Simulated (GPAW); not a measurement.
# BN (Fmm2) in GPAW: equation of state with r2SCAN

Aim: the equation of state of BN with r2SCAN.

Program: GPAW 26.7.0. These are calculated values, not measurements. Logs are shortened: lines on timing, memory, paths and dates and some standing lists are left out, and cuts for length are marked. The log counts tension as positive stress, the text compression.

## Step 1: The structure

It takes space group Fmm2 (No. 42, orthorhombic). The conventional cell has a = 2.503 Å, b = 6.991 Å, c = 4.332 Å, α = 90.00°, β = 90.00°, γ = 90.00°. N (site symmetry mm2) is surrounded by 3 B at 1.44 Å. B (site symmetry mm2) has 3 N at 1.44 Å as nearest neighbours.

Measurements of this composition are mostly on another form, of space group No. 194.

## Step 2: Equation of state, r2SCAN

run.py reads:

```python
from ase import Atoms
from ase.eos import EquationOfState
from ase.io import Trajectory
from ase.units import GPa
from ase.parallel import parprint
from gpaw import GPAW, PW

atoms = Atoms(['N', 'B'],
              cell=[[0.0, 3.49531583, 2.16609124],
                    [1.2516321, 0.0, 2.16609124],
                    [1.2516321, 3.49531583, 0.0]],
              scaled_positions=[[0.66665134, 0.66665134, 0.33334866],
                                [0.00004865, 0.00004865, 0.99995135]],
              pbc=True)

traj = Trajectory('eos.traj', 'w')
volumes, energies = [], []
for x in [0.94, 0.96, 0.98, 1.0, 1.02, 1.04, 1.06]:
    a = atoms.copy()
    a.set_cell(atoms.cell * x**(1 / 3), scale_atoms=True)
    calc = GPAW(mode=PW(800),
                xc='MGGA_X_R2SCAN+MGGA_C_R2SCAN',
                kpts={'size': (10, 10, 10), 'gamma': True},
                occupations={'name': 'fermi-dirac', 'width': 0.05},
                nbands=11,
                convergence={'density': 1e-05, 'energy': 1e-05},
                maxiter=150,
                txt=f'eos-{x:.2f}.txt')
    a.calc = calc
    energies.append(a.get_potential_energy(force_consistent=True))
    volumes.append(a.get_volume())
    p = -a.get_stress()[:3].mean() / GPa
    calc.write(f'eos-{x:.2f}.gpw')
    traj.write(a)
    parprint(f'{x:.2f} {volumes[-1]:10.4f} A^3 {energies[-1]:14.6f} eV {p:9.3f} GPa', flush=True)

v0, e0, B = EquationOfState(volumes, energies, eos='birchmurnaghan').fit()
parprint(f'V0 = {v0:.4f} A^3, E0 = {e0:.6f} eV, B0 = {B / GPa:.2f} GPa')
```

Potentials or basis: GPAW PAW data sets (gpaw-data 1.2.1), pw.

Run with:

```
$ OMP_NUM_THREADS=1 mpirun -n 4 gpaw python run.py
```

The log of the run:

```text
__  _  _
 | _ |_)|_||  |
 |__||  | ||/\| - 26.7.0

Input parameters:
  mode=PW(ecut=800.0),
  convergence={'density': 1e-05, 'energy': 1e-05},
  kpts=MonkhorstPack(size=(10, 10, 10), gamma=True),
  maxiter=150,
  nbands=11,
  occupations=Occupations(name='fermi-dirac', width=0.05),
  xc=XC(name='MGGA_X_R2SCAN+MGGA_C_R2SCAN')

Diagonalizing LCAO Hamiltonian
Converting LCAO to pw mode

       N

       B

Atoms  # Å, Bohr magnetons
|   | symbol |        x |        y |        z |    initial magnetic moments |
|---|--------|----------|----------|----------|-----------------------------|
| 0 |      N | 1.226081 | 3.423963 | 2.829099 | ( 0.0000,  0.0000,  0.0000) |
| 1 |      B | 1.226081 | 3.423963 | 0.000206 | ( 0.0000,  0.0000,  0.0000) |

Unit cell  # Å
| periodic |        x |        y |        z |  lengths |    angles |
|----------|----------|----------|----------|----------|-----------|
|      yes | 0.000000 | 3.423963 | 2.121873 | 4.028134 | 80.289625 |
|      yes | 1.226081 | 0.000000 | 2.121873 | 2.450637 | 36.845822 |
|      yes | 1.226081 | 3.423963 | 0.000000 | 3.636866 | 62.864553 |

Number of symmetries: 4
Symmetry operations  # r_c * U_cc + t_c -> r_c
|   | kind |            matrix            |
|---|------|------------------------------|
| 0 |  σ   |  1, 0, 0,  1, 0,-1,  1,-1, 0 |
| 1 |  E   |  1, 0, 0,  0, 1, 0,  0, 0, 1 |
| 2 |  C2  |  0, 1,-1,  1, 0,-1,  0, 0,-1 |
| 3 |  σ   |  0, 1,-1,  0, 1, 0, -1, 1, 0 |

BZ-sampling:
  Number of BZ points: 1000
  Number of IBZ points: 171

  Monkhorst-Pack size: [10, 10, 10]
  Monkhorst-Pack shift: [0.05, 0.05, 0.05]

K-points  # in reciprocal-cell coordinates
|     |                                coordinates |     weight |
|-----|--------------------------------------------|------------|
|   0 | (  0.00000000,   0.00000000,   0.00000000) | 0.00100000 |
|   1 | (  0.00000000,   0.10000000,   0.10000000) | 0.00200000 |
|   2 | (  0.00000000,   0.20000000,   0.20000000) | 0.00200000 |
|   3 | (  0.00000000,   0.30000000,   0.30000000) | 0.00200000 |
|   4 | (  0.00000000,   0.40000000,   0.40000000) | 0.00200000 |
|   5 | (  0.00000000,   0.50000000,   0.50000000) | 0.00100000 |
|   6 | (  0.10000000,  -0.40000000,   0.50000000) | 0.00200000 |
|   7 | (  0.10000000,   0.00000000,   0.10000000) | 0.00200000 |
|   8 | (  0.10000000,   0.10000000,   0.00000000) | 0.00200000 |
|   9 | (  0.10000000,   0.10000000,   0.10000000) | 0.00800000 |
| ... |                                            |            |
| 170 | (  0.50000000,   0.50000000,   0.50000000) | 0.00400000 |

Plane wave coefficients: 929
Cutoff: 800.0 eV

Spin-components: 1 (collinear spins)
Bands:           11
Projectors:      10
Spin-degeneracy: 2
Datatype:        complex128

Parallelization:
  kpt:    4
  domain: 1
  band:   1

Density:
  Valence electrons: 8.0
  Components: 1
  Grid points: [27 27 27]
  Charge: 0.0  # |e|

Potential:
  Grid points: [27 27 27]

species:
  N:
    name:    Nitrogen
    Z:       7.0
    valence: 5
    core:    2
    charge:  0.0  # [|e|]
    compensation charges:
      type: gauss
      rc: 0.18  # [Å]
      lmax: 2
    cutoffs:
      filter: 1.11  # [Å]
      core: 0.96  # [Å]
    projectors
    | kind |    occ | energy [eV] | rcut [Å] |
    |------|--------|-------------|----------|
    |   2s |  2.000 |     -18.583 |    0.603 |
    |   2p |  3.000 |      -7.089 |    0.529 |
    |    s |        |       8.629 |    0.603 |
    |    p |        |      20.123 |    0.529 |
    |    d |        |       0.000 |    0.577 |

    Using partial waves for N as LCAO basis

  B:
    name:    Boron
    Z:       5.0
    valence: 3
    core:    2
    charge:  0.0  # [|e|]
    compensation charges:
      type: gauss
      rc: 0.20  # [Å]
      lmax: 2
    cutoffs:
      filter: 1.14  # [Å]
      core: 1.38  # [Å]
    projectors
    | kind |    occ | energy [eV] | rcut [Å] |
    |------|--------|-------------|----------|
    |   2s |  2.000 |      -9.443 |    0.635 |
    |   2p |  1.000 |      -3.606 |    0.635 |
    |    s |        |      17.768 |    0.635 |
    |    p |        |      23.605 |    0.635 |
    |    d |        |       0.000 |    0.635 |

    Using partial waves for B as LCAO basis

Reference energy: -2151.211071  # eV

eigensolver:
  PPCG
  Converge bands: occupied
  niter=2

density mixing:
  MSR1-Mixer
  Pratt-step length: 0.05
  Maximum mixing coefficient: 0.75
  Old densities: 10
  SVD Regularization: 0.005
  Good broyden scale: 1.0
  Trust region scale: 1.0
  Backstep threshold: 4.0
  History deletion threshold: 6.0
  Fourier metric: weight=20.0, sigma=0.015

occupation numbers:
  Fermi-Dirac:
    width: 0.0500  # eV

poisson solver:
  ecut: 6400.0  # eV

xc functional:
  name: MGGA_X_R2SCAN+MGGA_C_R2SCAN with 2 nearest neighbor stencil

convergence criteria:
[... 6 lines left out ...]
|iter     | |      energy | eigst |  dens |
|---------|-|-------------|-------|-------|
|iter:   1| |  -23.339058 | +0.48 |       |
|iter:   2| |  -20.371802 | -1.06 | -0.64 |
|iter:   3| |  -19.298857 | -0.76 | -0.68 |
|iter:   4| |  -19.268441 | -2.10 | -1.25 |
|iter:   5| |  -19.273863 | -2.90 | -1.59 |
|iter:   6| |  -19.274578 | -4.13 | -2.23 |
|iter:   7| |  -19.274596 | -5.51 | -3.24 |
|iter:   8| |  -19.274598c| -6.84 | -3.81 |
|iter:   9| |  -19.274598c| -7.70c| -4.81 |
|iter:  10| |  -19.274598c| -8.39c| -5.49c|

Converged in 10 steps
Energy contributions relative to reference atoms: (reference = -2151.211071)

Energy contributions:
  Kinetic:          21.498600
  Coulomb:         -20.344879
  Zero:              0.066577
  External:          0.000000
  Xc:              -20.494895
  Entropy:          -0.000000
  Spinorbit:         0.000000
  ----------------------------
  Free energy:     -19.274598
  Extrapolated:    -19.274598

dipole moment: (0.000000, 0.000000, -5.610230)  # |e|*Ang

Fermi level: 5.343
Eigenvalues  # (at kpt = [0.000, 0.000, 0.000])
| band index |      eig [eV] | occ [0-2] |
|------------|---------------|-----------|
|          0 |       -15.356 |     2.000 |
|          1 |        -0.952 |     2.000 |
|          2 |         2.524 |     2.000 |
|          3 |         2.535 |     2.000 |
|          4 |         9.199 |     0.000 |
|          5 |        16.749 |     0.000 |
|          6 |        16.825 |     0.000 |
|          7 |        18.936 |     0.000 |
|          8 |        20.510 |     0.000 |
|          9 |        32.140 |     0.000 |
|         10 |        33.190 |     0.000 |

Gap: 4.424 eV
Transition (v -> c):
  (s=0, k=158, n=3, [0.50, 0.40, -0.20]) -> (s=0, k=5, n=4, [0.00, 0.50, 0.50])
Direct/indirect transitions are different
Direct gap: 5.580 eV
Transition at: (s=0, k=3, n=3, [0.00, 0.30, 0.30])

Stress tensor  # eV/Ang^3
|         x |        y |         z |
|-----------|----------|-----------|
| -0.141005 | 0.000000 | -0.000000 |
|  0.000000 | 0.002959 |  0.000000 |
| -0.000000 | 0.000000 | -0.140351 |

# Writing to eos-0.94.gpw (mode='')
```

Wall time 6.8 min (4 MPI ranks of Arm Neoverse V2, shared host); peak memory 0.37 GiB.

Results:

| Property | Result |
| --- | --- |
| Equilibrium volume | 9.45 Å³/atom (rough: see the caveat) |
| Bulk modulus at fixed shape and positions | 239 GPa (rough) |

Energy against volume, from the lowest point:
```
volume (Å³/atom)  energy (meV/atom)
           8.908              26.02
           9.097              10.82
           9.287               2.36
           9.476               0.00
           9.666               3.69
           9.855              12.00
          10.045              24.98
```

Caveat: the points scatter about the fit; the cell was scaled at fixed shape and fractional positions, which overstates the stiffness of a crystal with free parameters, most of all of layers and chains; the PAW data sets were made with another functional, which shifts forces and pressure a little; the program warned that so skewed a cell can give wrong results.
